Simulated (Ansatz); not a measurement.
# CaS: the cell at several levels of theory

One table from this session's results is given with a row withheld; the runs are named, their logs left out.

The COD entry's cell or inner coordinates are ideal or old and differ from later refinements, so a difference from it is no clean test against experiment.

Code: Ansatz 0.2.0. PAW datasets, plane waves, zero pressure. Calculated at 0 K for a non-magnetic cell.

### Starting point

The symmetry is Fm-3m (No. 225, cubic); a = 5.686 Å in the conventional setting, 22.98 Å³ an atom. Near Ca stand 6 S at 2.84 Å; near S stand 6 Ca at 2.84 Å.

As a file:

```cif
data_structure
_symmetry_space_group_name_H-M 'P 1'
_symmetry_Int_Tables_number 1
_cell_length_a 4.0206
_cell_length_b 4.0206
_cell_length_c 4.0206
_cell_angle_alpha 60.000
_cell_angle_beta 60.000
_cell_angle_gamma 60.000
_cell_volume 45.96
loop_
_atom_site_label
_atom_site_type_symbol
_atom_site_fract_x
_atom_site_fract_y
_atom_site_fract_z
_atom_site_occupancy
Ca1 Ca 0.00000 0.00000 0.00000 1
S1 S 0.50000 0.50000 0.50000 1
```

The first run:

Contents of input.yaml:

```yaml
crystal:
  lattice:
    - [0.0, 2.843, 2.843]
    - [2.843, 0.0, 2.843]
    - [2.843, 2.843, 0.0]
  atoms:
    - { symbol: Ca, position: [0.0, 0.0, 0.0] }
    - { symbol: S, position: [0.5, 0.5, 0.5] }
kpoints:
  mp_grid: { grid: [8, 8, 8] }
hamiltonian:
  xc: pbe
scf:
  occupations: { method: fermi_dirac, width: 0.02 }
relax:
  f_tol: 0.005
  cell: {}
```

On the command line:

```bash
ansatz run input.yaml --threads 2 --pin off --max-ram 2211MiB --backend cpu --events-out ev --progress --plain --runs-dir out
```

Steps of the session up to this table: PBE: cell and atoms; Relaxation with r2SCAN; Relaxing with PBEsol; Relaxing with LDA; Relaxing with HSE06.

One of the session's tables, all rows but one given; the rest of the session is left out.

| level | a (Å) | volume (Å³/atom) |
| --- | --- | --- |
| PBE | 5.712 | 23.296 |
| r2SCAN | ? | ? |
| PBEsol | 5.633 | 22.345 |
| LDA | 5.565 | 21.537 |
| HSE06 | 5.699 | 23.132 |

Q: Estimate the row for r2SCAN from the others.

The run gave: a (Å): 5.696; volume (Å³/atom): 23.099. In the column «a (Å)» it lies between PBEsol (5.633) and HSE06 (5.699).

In words: From the start to the first minimum the volume moved by +1.4 %. LDA gives the smallest cell and PBE the largest; they differ by 8.2 % in volume, a mean of 2.7 % in length. The meshes differ: PBE 8×8×8, r2SCAN 8×8×8, PBEsol 8×8×8, LDA 8×8×8, HSE06 6×6×6.
